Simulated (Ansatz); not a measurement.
# Sb: a fit and a missing row

Sb, R-3m, a = 4.322 Å, c = 11.060 Å. Ansatz: PBEsol, PAW, 420 eV, Γ-centred 12×12×12 mesh on 2 atoms, Gaussian smearing 0.10 eV; no spin polarisation. Shape and atoms are relaxed at each volume; pressure is positive in compression.

```tsv
V (Å³/atom)	P (GPa)
28.032	3.14
28.927	1.43
29.822	0.00
30.716	-1.19
31.611	?
```

Problem. Take V0 = 29.822 Å³/atom, fit the third-order Birch–Murnaghan form to the other rows, and predict the missing pressure.

Solution. With the Eulerian strain f = ½[(V0/V)^(2/3) − 1] and y = P/[3f(1 + 2f)^(5/2)], the form is the line y = B0 + 1.5 B0 (B0′ − 4) f. Rows (f, y): 0.02106, 44.8; 0.01026, 44.2; -0.00975, 42.7. Means f = 0.007190, y = 43.900; Σ(Δf)² = 0.0004888, ΣΔfΔy = 0.03373; the slope is their ratio. y = 43.40 + 69.01 f GPa, so B0 = 43.4 GPa and B0′ = 4 + 2 × (69.01)/(3 × 43.40) = 5.06. At V = 31.611, f = -0.01905, y = 42.09 and P = -2.18 GPa. The run gave -2.07 GPa, so the fit is 0.11 GPa too low, 2.1 % of the span of the series, against an rms of 0.001 GPa on the fitted rows. The row lies outside the fitted range. The records show no cause, and too few rows are left to test a further term.